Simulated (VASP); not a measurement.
# Os (Im-3m) in VASP: settings compared, part 3 of 3

VASP 6.6.1. Earlier steps stand in the parts before.

## 6. Single point, r2SCAN

INCAR

```
PREC = Accurate ; ENCUT = 520
EDIFF = 1E-6 ; ISMEAR = 0
SIGMA = 0.1 ; LREAL = F
LASPH = T ; NELM = 60
ALGO = Normal ; ISIF = 2
LWAVE = F ; LCHARG = F
METAGGA = R2SCAN ; LMIXTAU = T
```

KPOINTS

```
Automatic mesh
0
Gamma
  20 20 20
```

POSCAR

```
Os
1.0
   -1.5319200000      1.5319200000      1.5319200000
    1.5319200000     -1.5319200000      1.5319200000
    1.5319200000      1.5319200000     -1.5319200000
Os
1
Direct
    0.0000000000      0.0000000000      0.0000000000
```

Potentials or basis: VASP PAW PBE potentials, release 64 (Os).

The run is started by

```bash
$ cat potpaw_PBE.64/Os/POTCAR > POTCAR
$ mpirun -np 1 vasp_std > vasp.out
```

OUTCAR:

```text
PREC = Accurate
   ENCUT = 520
   EDIFF = 1E-6
   ISMEAR = 0
   LREAL = F
   LASPH = T
   NELM = 60
   ISIF = 2
   METAGGA = R2SCAN

 ion  position               nearest neighbor table
   1  0.000  0.000  0.000-

  LATTYP: Found a body centered cubic cell.
 ALAT       =     3.0638400000

  Lattice vectors:

 A1 = (  -1.5319200000,   1.5319200000,   1.5319200000)
 A2 = (   1.5319200000,  -1.5319200000,   1.5319200000)
 A3 = (   1.5319200000,   1.5319200000,  -1.5319200000)

Analysis of symmetry for initial positions (statically):
=====================================================================
 Subroutine PRICEL returns:
 Original cell was already a primitive cell.

 Routine SETGRP: Setting up the symmetry group for a
 body centered cubic supercell.

 Subroutine GETGRP returns: Found 48 space group operations
 (whereof 48 operations were pure point group operations)
 out of a pool of 48 trial point group operations.

The static configuration has the point symmetry O_h .

Analysis of symmetry for dynamics (positions and initial velocities):
=====================================================================
 Subroutine PRICEL returns:
 Original cell was already a primitive cell.

 Routine SETGRP: Setting up the symmetry group for a
 body centered cubic supercell.

 Subroutine GETGRP returns: Found 48 space group operations
 (whereof 48 operations were pure point group operations)
 out of a pool of 48 trial point group operations.

The dynamic configuration has the point symmetry O_h .

 Subroutine INISYM returns: Found 48 space group operations
 (whereof 48 operations are pure point group operations),
 and found     1 'primitive' translations

----------------------------------------------------------------------------------------

                                     Primitive cell

  volume of cell :      14.3803

  direct lattice vectors                    reciprocal lattice vectors
    -1.531920000  1.531920000  1.531920000     0.000000000  0.326387801  0.326387801
     1.531920000 -1.531920000  1.531920000     0.326387801  0.000000000  0.326387801
     1.531920000  1.531920000 -1.531920000     0.326387801  0.326387801  0.000000000

  length of vectors
     2.653363273  2.653363273  2.653363273     0.461582055  0.461582055  0.461582055

  position of ions in fractional coordinates (direct lattice)
     0.000000000  0.000000000  0.000000000

  ion indices of the primitive-cell ions
   primitive index   ion index
                 1           1

----------------------------------------------------------------------------------------

 KPOINTS: Automatic mesh

Automatic generation of k-mesh.
 Grid dimensions read from file:
 generate k-points for:   20   20   20

 Generating k-lattice:

  Cartesian coordinates                     Fractional coordinates (reciprocal lattice)
     0.000000000  0.016319390  0.016319390     0.050000000  0.000000000  0.000000000
     0.016319390  0.000000000  0.016319390     0.000000000  0.050000000  0.000000000
     0.016319390  0.016319390  0.000000000     0.000000000  0.000000000  0.050000000

  Length of vectors
     0.023079103  0.023079103  0.023079103

  Shift w.r.t. Gamma in fractional coordinates (k-lattice)
     0.000000000  0.000000000  0.000000000

 Subroutine IBZKPT returns following result:
 ===========================================

 Found    256 irreducible k-points:

 Following reciprocal coordinates:
            Coordinates               Weight
  0.000000  0.000000  0.000000      1.000000
  0.050000  0.000000  0.000000     12.000000
  0.100000  0.000000  0.000000     12.000000
  0.150000  0.000000  0.000000     12.000000
  0.200000  0.000000  0.000000     12.000000
  0.250000  0.000000  0.000000     12.000000
[... 16 lines left out ...]
  0.200000  0.100000 -0.000000     48.000000
  0.250000  0.100000 -0.000000     48.000000
 [... further k-points ...]
   k-points           NKPTS =    256   k-points in BZ     NKDIM =    256   number of bands    NBANDS=      8
   number of dos      NEDOS =    301   number of ions     NIONS =      1
   total plane-waves  NPLWV =   8000
   dimension x,y,z NGX =    20 NGY =   20 NGZ =   20
   dimension x,y,z NGXF=    40 NGYF=   40 NGZF=   40
   ions per type =               1
   NGX,Y,Z   is equivalent  to a cutoff of  12.53, 12.53, 12.53 a.u.
   NGXF,Y,Z  is equivalent  to a cutoff of  25.06, 25.06, 25.06 a.u.
 SYSTEM =  unknown system
   PREC   = accura    normal or accurate (medium, high low for compatibility)
   ISTART =      0    job   : 0-new  1-cont  2-samecut
   ICHARG =      2    charge: 1-file 2-atom 10-const
   ISPIN  =      1    spin polarized calculation?
   LNONCOLLINEAR =      F non collinear calculations
   LSORBIT =      F    spin-orbit coupling
   LASPH  =      T    aspherical Exc in radial PAW
   ENCUT  =  520.0 eV  38.22 Ry    6.18 a.u.   4.93  4.93  4.93*2*pi/ulx,y,z
   NELM   =     60;   NELMIN=  2; NELMDL= -5     # of ELM steps
   EDIFF  = 0.1E-05   stopping-criterion for ELM
   LREAL  =      F    real-space projection
   EDIFFG = 0.1E-04   stopping-criterion for IOM
   NSW    =      0    number of steps for IOM
   IBRION =     -1    ionic relax: 0-MD 1-quasi-New 2-CG
   NFREE  =      0    steps in history (QN), initial steepest desc. (CG)
   ISIF   =      2    stress and relaxation
   ISYM   =      2    0-nonsym 1-usesym 2-fastsym
   POTIM  = 0.5000    time-step for ionic-motion
   TEBEG  =    0.0;   TEEND  =   0.0 temperature during run
   PSTRESS=    0.0 pullay stress
   NELECT =       8.0000    total number of electrons
   NUPDOWN=      -1.0000    fix difference up-down
   EMIN   =  10.00;   EMAX   =-10.00  energy-range for DOS
   EFERMI =   0.00;   METHOD = LEGACY
   ISMEAR =     0;   SIGMA  =   0.10  broadening in eV -4-tet -1-fermi 0-gaus
   EFERMI_NEDOS =   21; number of points for ismear=-14 and -15
   IALGO  =     38    algorithm
   IMIX   =      4    mixing-type and parameters
     AMIX     =   0.40;   BMIX     =  1.00
     AMIX_MAG =   1.60;   BMIX_MAG =  1.00
  volume/ion in A,a.u.               =      14.38        97.04
  Fermi-wavevector in a.u.,A,eV,Ry     =   1.346425  2.544374 24.665451  1.812860
  Thomas-Fermi vector in A             =   2.474258
   LORBIT       =      0    0 simple, 1 ext, 2 COOP (PROOUT), +10 PAW based schemes
   METAGGA = R2SCAN    functional components
   LHFCALC =     F    Hartree Fock is set to
   AEXX    =    0.0000 exact exchange contribution
   IVDW    =     0    specifies the selected vdW correction
   LEPSILON=     F    determine dielectric tensor
   LRPA    =     F    only Hartree local field effects (RPA)
 non-spin polarized calculation
 Gauss-broadening in eV      SIGMA  =   0.10
  energy-cutoff  :      520.00
  volume of cell :       14.38
 maximum number of plane-waves:       402
   NGX =  9   NGY =  9   NGZ =  9

 number of electron       8.0000001 magnetization

 Free energy of the ion-electron system (eV)
  ---------------------------------------------------
  ext. energy  EPLUGINS =         0.00000000
  ---------------------------------------------------
  free energy    TOTEN  =       -52.07925099 eV

  energy without entropy =      -52.07303273  energy(sigma->0) =      -52.07614186

 E-fermi :   9.1508     XC(G=0): -15.1981

 val. band max:        9.1427523019   @ k =   0.3500   0.1500   0.0500
 cond. band min:       9.1550643591   @ k =   0.1000   0.0000   0.0000
 fundamental gap:      0.0123120572
 Fermi energy:         9.1508009913

 k-point     1 :       0.0000    0.0000    0.0000
  band No.  band energies     occupation
      1      -2.3262      2.00000
      2       5.5843      2.00000
      3       5.5843      2.00000
      4       5.5843      2.00000
      5       9.1379      1.14447
      6       9.1379      1.14446
      7      26.2025      0.00000
      8      26.2025      0.00000

 k-point     2 :       0.0500    0.0000    0.0000
  band No.  band energies     occupation
      1      -2.1996      2.00000
      2       5.5191      2.00000
      3       5.5776      2.00000
      4       5.7012      2.00000
      5       9.0416      1.87760
      6       9.1415      1.10460
      7      26.2918      0.00000
      8      26.4093      0.00000
[... 221 lines left out ...]
 k-point    23 :       0.2000    0.1000   -0.0000
  band No.  band energies     occupation
      1       0.5187      2.00000
      2       4.4333      2.00000
      3       4.9487      2.00000
      4       8.2496      2.00000
      5       8.8572      1.99997
      6       9.5467      0.00000
      7      25.5952      0.00000
      8      26.5253      0.00000

 k-point    24 :       0.2500    0.1000   -0.0000
  band No.  band energies     occupation
      1       1.0943      2.00000
      2       4.1227      2.00000
      3       5.1489      2.00000
      4       8.4135      2.00000
      5       9.6254      0.00000
      6      10.0020      0.00000
      7      23.9446      0.00000
      8      25.3676      0.00000

 [... further k-points ...]
[... 5 lines left out ...]
  --------------------------------------------------------------------------------------
  -------------------------------------------------------------------------------------
  Total        0.3465601      0.3465601      0.3465601     -0.0000000     -0.0000000     -0.0000000
  in kB       38.6118747     38.6118747     38.6118747     -0.0000000     -0.0000000     -0.0000000
  external PRESSURE =      38.6118747 kB  Pullay stress =       0.0000000 kB

 VOLUME and BASIS-vectors are now :
 -----------------------------------------------------------------------------
  energy-cutoff  :      520.00
  volume of cell :       14.38
      direct lattice vectors                 reciprocal lattice vectors
    -1.531920000  1.531920000  1.531920000     0.000000000  0.326387801  0.326387801
     1.531920000 -1.531920000  1.531920000     0.326387801  0.000000000  0.326387801
     1.531920000  1.531920000 -1.531920000     0.326387801  0.326387801  0.000000000

 POSITION                                       TOTAL-FORCE (eV/Angst)
 -----------------------------------------------------------------------------------
      0.00000      0.00000      0.00000         0.000000      0.000000      0.000000
 -----------------------------------------------------------------------------------
    total drift:                                0.000000     -0.000000      0.000000

  FREE ENERGIE OF THE ION-ELECTRON SYSTEM (eV)
  ---------------------------------------------------
  free  energy   TOTEN  =       -52.0792509891 eV

  energy  without entropy=      -52.0730327310  energy(sigma->0) =      -52.07614186
```

OSZICAR:

```text
N       E                     dE             d eps       ncg     rms          rms(c)
DAV:   1    -0.100821423867E+02   -0.10082E+02   -0.44257E+03  4336   0.958E+02
DAV:   2    -0.524507728520E+02   -0.42369E+02   -0.40618E+02  4288   0.226E+02
DAV:   3    -0.533860238444E+02   -0.93525E+00   -0.92123E+00  5216   0.321E+01
DAV:   4    -0.533888362879E+02   -0.28124E-02   -0.28108E-02  5512   0.185E+00
DAV:   5    -0.533888415325E+02   -0.52446E-05   -0.52455E-05  5336   0.415E-02    0.162E+01
DAV:   6    -0.516315192367E+02    0.17573E+01   -0.97275E-01  4768   0.781E+00    0.737E+00
DAV:   7    -0.519024564925E+02   -0.27094E+00   -0.18541E-01  4288   0.552E+00    0.179E+00
DAV:   8    -0.519003241933E+02    0.21323E-02   -0.83113E-02  4168   0.303E+00    0.413E-01
DAV:   9    -0.520686473220E+02   -0.16832E+00   -0.27504E-02  4736   0.141E+00    0.249E-01
DAV:  10    -0.520781566270E+02   -0.95093E-02   -0.86825E-04  4456   0.381E-01    0.630E-02
DAV:  11    -0.520789638669E+02   -0.80724E-03   -0.64735E-04  4560   0.318E-01    0.122E-02
DAV:  12    -0.520792269604E+02   -0.26309E-03   -0.73789E-05  4408   0.104E-01    0.133E-02
DAV:  13    -0.520792505561E+02   -0.23596E-04   -0.64670E-06  4520   0.275E-02    0.201E-02
DAV:  14    -0.520792509891E+02   -0.43297E-06   -0.30305E-06  4048   0.223E-02
   1 F= -.52079251E+02 E0= -.52076142E+02  d E =-.621826E-02
```

stdout:

```text
POSCAR found type information on POSCAR Os
 POSCAR found :  1 types and       1 ions
 scaLAPACK will be used
 -----------------------------------------------------------------------------
|                                                                             |
|                                                                             |
|     You enforced a specific xc type in the INCAR file but a different       |
|     I HOPE YOU KNOW WHAT YOU ARE DOING!                                     |
|                                                                             |
 -----------------------------------------------------------------------------

 LDA part: xc-table for (None), standard interpolation
 POSCAR, INCAR and KPOINTS ok, starting setup
 FFT: planning ... GRIDC
 FFT: planning ... GRID_SOFT
 FFT: planning ... GRID
 WAVECAR not read
 entering main loop
```

Run time: 63 s. Hardware: 1 thread of Intel Xeon Platinum 8488C (Sapphire Rapids), shared host; peak memory 0.15 GiB.

Results:

```
Free energy            : -52.0793 eV
Pressure               : 3.9 GPa
Band gap on the k mesh : none (metal or under the smearing width)
```

Levels at points of the mesh, in eV from the Fermi level:
| k point | band 1 | band 2 | band 3 | band 4 | band 5 | band 6 | band 7 | band 8 |
| --- | --- | --- | --- | --- | --- | --- | --- | --- |
| (0.00, 0.00, 0.00) | -11.48 | -3.57 | -3.57 | -3.57 | -0.01 | -0.01 | 17.05 | 17.05 |
| (0.50, 0.00, 0.00) | -8.15 | -5.74 | -0.27 | -0.18 | 0.66 | 3.33 | 9.53 | 13.11 |
| (0.50, 0.50, 0.50) | -7.70 | -7.70 | 2.47 | 2.47 | 2.47 | 8.30 | 8.30 | 8.30 |

Caveat: the PAW data sets were made with another functional, which shifts forces and pressure a little. The run has no spin-orbit coupling, so splittings on Os are missing.

## 7. The runs side by side

```csv
level,k mesh,cutoff (eV),smearing,further INCAR settings,gap on the mesh (eV),pressure (GPa)
PBEsol,20 × 20 × 20,700,gaussian 0.1 eV,ALGO = Fast; EDIFF = 1e-06,none,0.2
PBEsol,28 × 28 × 28,520,gaussian 0.1 eV,ALGO = Fast; EDIFF = 1e-06,none,-0.1
PBEsol,20 × 20 × 20,520,gaussian 0.5 eV,ALGO = Fast; EDIFF = 1e-06,none,1.5
PBEsol,20 × 20 × 20,900,gaussian 0.1 eV,ALGO = Fast; EDIFF = 1e-06,none,0.2
r2SCAN,20 × 20 × 20,520,gaussian 0.1 eV,ALGO = Normal; EDIFF = 1e-06,none,3.9
```

Alike in all rows: task single point; potentials or basis VASP PAW PBE potentials, release 64 (Os); no spin polarisation; cell as given.

Every run on the cell as given and a fine mesh finds a metal. The pressure there spans -0.1 GPa (PBEsol) to 3.9 GPa (r2SCAN); a positive pressure means that this level wants a larger cell, a negative one a smaller.

Caveats: the PAW data sets were made with another functional, which shifts forces and pressure a little.

Total energies depend on the potentials used, so only differences within one code and one set of settings carry meaning.
